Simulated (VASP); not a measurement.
Set up this calculation in VASP 6.6.1, as the native input.

```
Task                   : relaxation of cell and atoms
Functional             : rev-vdW-DF2
Potentials or basis    : VASP PAW PBE potentials, release 64 (Sn_d, Se)
Cutoff                 : 600 eV
k mesh                 : 9 × 9 × 5
Occupations            : gaussian, width 0.03 eV
Spin                   : no spin polarisation
Further INCAR settings : ALGO = Normal; EDIFF = 1e-06; IBRION = 2; EDIFFG = -0.01; NSW = 90; ISIF = 3
```

The structure of SnSe2 lies in POSCAR:

```
SnSe2
1.0
    3.8110000000      0.0000000000      0.0000000000
   -1.9055000000      3.3004228138      0.0000000000
    0.0000000000      0.0000000000      6.1360000000
Sn Se
1 2
Direct
    0.0000000000      0.0000000000      0.0000000000
    0.3333333333      0.6666666667      0.2490000000
    0.6666666667      0.3333333333      0.7510000000
```

One way to write it, as run:

INCAR

```
AGGAC    = 0.0          
ALGO     = Normal         # electronic algorithm
EDIFF    = 1E-6           # SCF threshold, eV
EDIFFG   = -0.01          # ionic threshold
ENCUT    = 600            # plane-wave cutoff, eV
GGA      = MK             # functional
IBRION   = 2              # ionic algorithm
ISIF     = 3              # what is computed and relaxed
ISMEAR   = 0              # smearing method
LASPH    = T              # aspherical terms in the spheres
LCHARG   = F              # write CHGCAR
LREAL    = F              # projectors in reciprocal space
LUSE_VDW = T            
LWAVE    = F              # write WAVECAR
NELM     = 80             # most SCF steps
NSW      = 90             # ionic steps
PARAM1   = 0.1234       
PARAM2   = 0.711357     
PREC     = Accurate       # precision mode
SIGMA    = 0.03           # smearing width, eV
ZAB_VDW  = -1.8867
```

KPOINTS

```
k-points
0
Gamma
  9 9 5
```

Potentials or basis: VASP PAW PBE potentials, release 64 (Sn_d, Se).

Launch:

```console
$ cat potpaw_PBE.64/Sn_d/POTCAR potpaw_PBE.64/Se/POTCAR > POTCAR
$ mpirun -np 1 vasp_std > vasp.out
```

It gave:

```json
{
 "Relaxed volume": "26.28 Å³/atom",
 "Relaxed cell": "a = 3.866 Å, b = 3.866 Å, c = 6.091 Å, α = 90.00°, β = 90.00°, γ = 120.00°",
 "Space group after relaxing (to 0.05 Å)": "P-3m1 (No. 164)",
 "Energy gained by relaxing": "29.7 meV/atom",
 "Ionic steps": "14",
 "Pressure after relaxing": "0.0 GPa",
 "Largest force after relaxing": "0.005 eV/Å",
 "Band gap on the k mesh": "0.40 eV, indirect (least direct gap 0.67 eV)"
}
```

Caveat: the PAW data sets were made with another functional, which shifts forces and pressure a little; spin-orbit coupling is left out, which moves the levels of the heavy elements; an odd mesh through Γ misses points on the zone boundary, where band edges often lie.

It took 12 min on 1 thread of Intel(R) Xeon(R) 6975P-C (Granite Rapids), on a shared host, peak memory 0.51 GiB.
